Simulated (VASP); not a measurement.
## Hf: relaxation of cell and atoms with PBE

Hf:

```
Hf
1.0
    -1.80500    1.80500    1.80500
     1.80500   -1.80500    1.80500
     1.80500    1.80500   -1.80500
Hf
1
Direct
  0.00000 0.00000 0.00000
```

This isn't the form of Hf at room conditions, which is hcp.

```yaml
Program: VASP 6.6.1
Task: relaxation of cell and atoms
Functional: PBE
Potentials_or_basis: VASP PAW PBE potentials, release 64 (Hf_pv)
Cutoff: 600 eV
k_mesh: 16 × 16 × 16
Occupations: gaussian, width 0.1 eV
Spin: no spin polarisation
Dipole_correction: no
Further_INCAR_settings: ALGO = Normal; EDIFF = 1e-07; IBRION = 2; EDIFFG = -0.005; NSW = 100; ISIF = 3
```

```
Relaxed volume                         : 22.19 Å³/atom
Relaxed cell                           : a = 3.066 Å, b = 3.066 Å, c = 3.066 Å, α = 109.47°, β = 109.47°, γ = 109.47°
Space group after relaxing (to 0.05 Å) : Im-3m (No. 229)
Energy gained by relaxing              : 23.4 meV/atom
Ionic steps                            : 6
Pressure after relaxing                : 0.0 GPa
Band gap on the k mesh                 : none (metal or under the smearing width)
```

Step by step:
```
step  energy change (eV)  largest force (eV/Å)  pressure (GPa)  volume (Å³)
   1              0.0000                0.0000           -5.39        23.52
   2              0.0017                0.0000            6.64        20.93
   3             -0.0234                0.0000           -0.06        22.21
   4             -0.0234                0.0000            0.06        22.18
   5             -0.0234                0.0000           -0.05        22.21
   6             -0.0234                0.0000            0.01        22.19
```

Final structure:
```xyz
1
Lattice="-1.7703 1.7703 1.7703 1.7703 -1.7703 1.7703 1.7703 1.7703 -1.7703" Properties=species:S:1:pos:R:3 pbc="T T T"
Hf    0.0000    0.0000    0.0000
```

Levels at points of the mesh, in eV from the Fermi level:
| k point | band 3 | band 4 | band 5 | band 6 | band 7 | band 8 |
| --- | --- | --- | --- | --- | --- | --- |
| (0.00, 0.00, 0.00) | -29.80 | -7.06 | 1.54 | 1.54 | 1.54 | 4.34 |
| (0.50, 0.00, 0.00) | -29.80 | -3.39 | -0.50 | 1.10 | 4.18 | 5.19 |
| (0.50, 0.50, 0.50) | -30.39 | -2.60 | -2.60 | 6.84 | 6.84 | 6.84 |

Wall time 68 s on 1 thread of Intel(R) Xeon(R) Platinum 8488C (Sapphire Rapids), on a shared host, peak memory 0.2 GiB.

The run has no spin-orbit coupling, so splittings on Hf are missing.
